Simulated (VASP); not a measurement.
A run of VASP 6.6.1 is set up as follows.

Contents of POSCAR:

```
AlN
1.0
    3.1131018738     -0.0000000000      0.0000000000
   -1.5565509369      2.6960253073      0.0000000000
    0.0000000000      0.0000000000      4.9818131052
  Al              N
     2     2
Direct
     0.3333333332999970    0.6666666667000030    0.9989855796533158
     0.6666666667000030    0.3333333332999970    0.4989855796533157
     0.3333333332999970    0.6666666667000030    0.3810144203466868
     0.6666666667000030    0.3333333332999970    0.8810144203466868
```

The input INCAR.step1:

```
SYSTEM = AlN
ALGO     = Normal         ! electronic algorithm
EDIFF    = 1E-8           ! SCF threshold, eV
EDIFFG   = -0.002         ! ionic threshold
ENCUT    = 600            ! plane-wave cutoff, eV
GGA      = PS             ! functional
IBRION   = 2              ! ionic algorithm
ISIF     = 3              ! what is computed and relaxed
ISMEAR   = 0              ! smearing method
KPAR     = 2            
LASPH    = .TRUE.         ! aspherical terms in the spheres
LCHARG   = .FALSE.        ! write CHGCAR
LREAL    = .FALSE.        ! projectors in reciprocal space
LWAVE    = .FALSE.        ! write WAVECAR
NELM     = 80             ! most SCF steps
NSW      = 40             ! ionic steps
PREC     = Accurate       ! precision mode
SIGMA    = 0.03           ! smearing width, eV
```

File INCAR.step2:

```
SYSTEM = AlN
ALGO     = Normal         ! electronic algorithm
EDIFF    = 1E-8           ! SCF threshold, eV
ENCUT    = 600            ! plane-wave cutoff, eV
GGA      = PS             ! functional
IBRION   = 6              ! ionic algorithm
ISIF     = 2              ! what is computed and relaxed
ISMEAR   = 0              ! smearing method
KPAR     = 2            
LASPH    = .TRUE.         ! aspherical terms in the spheres
LCHARG   = .FALSE.        ! write CHGCAR
LREAL    = .FALSE.        ! projectors in reciprocal space
LWAVE    = .FALSE.        ! write WAVECAR
NELM     = 80             ! most SCF steps
NFREE    = 2            
NSW      = 1              ! ionic steps
POTIM    = 0.015          ! step
PREC     = Accurate       ! precision mode
SIGMA    = 0.03           ! smearing width, eV
```

The input KPOINTS:

```
k-points
0
G
  12 12 6
  0 0 0
```

Potentials or basis: VASP PAW PBE potentials, release 64 (Al, N).

Launch:

```bash
$ cat potpaw_PBE.64/Al/POTCAR potpaw_PBE.64/N/POTCAR > POTCAR
$ cp INCAR.step1 INCAR
$ mpirun -np 2 vasp_std > vasp.out
$ cp CONTCAR POSCAR
$ cp INCAR.step2 INCAR
$ mpirun -np 2 vasp_std > vasp.out
```

Question: What does it give for the highest phonon frequency at Γ, LO-TO splitting left out?

Answer: 716 cm⁻¹.

Phonon frequencies in cm⁻¹ (negative: imaginary):
```
              q point                                frequencies
(0.000, 0.000, 0.000)  0 0 0 236 236 543 609 656 656 667 667 716
```
